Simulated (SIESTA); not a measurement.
## Os under changes of volume

One of the cells (15.010 Å³/atom); the others are scaled copies at fixed shape and fractional positions:

```
CELL_PARAMETERS angstrom
0.00000 1.95788 1.95788
1.95788 0.00000 1.95788
1.95788 1.95788 0.00000
ATOMIC_POSITIONS crystal
Os 0.00000 0.00000 0.00000
```

This isn't the form of Os at room conditions, which is hcp.

| Item | Value |
| --- | --- |
| Program | SIESTA 5.4.2 |
| Functional | PBE |
| Potentials or basis | PseudoDojo 0.4 standard (PBE files) |
| Basis | DZP (energy shift 0.002 Ry) |
| Grid cutoff | 800 Ry |
| Energy shift | 0.002 Ry |
| k mesh | 12 × 12 × 12 |
| Occupations | fermi-dirac, width 0.05 eV |
| Spin | no spin polarisation |

```tsv
volume (Å³/atom)	energy over the lowest point (meV/atom)	pressure (GPa)
13.833	32.33	18.4
14.127	?	?
14.422	0.00	0.2
15.010	25.80	-13.8
15.305	56.74	-19.6
15.599	97.81	-24.9
```

Task: What does the run at 14.127 Å³/atom give?

Result: Energy over the lowest point 7.61 meV/atom; pressure 8.6 GPa.

Worked out: A Birch-Murnaghan fit of order 3 (a polynomial in V^(-2/3)) to the other rows has its minimum at 14.43 Å³/atom with B0 = V·E''(V) = 385 GPa and B' = 4.7. It gives 8.05 meV/atom at 14.127 Å³/atom, against the run's 7.61, and -dE/dV = 8.6 GPa, against 8.6.

Energies are extrapolated to zero smearing.

Caveats: semicore shells carry a single zeta, which can move pressures by several GPa and volumes by a few percent; the basis of atomic orbitals isn't converged, which shifts pressures, moduli and gaps.
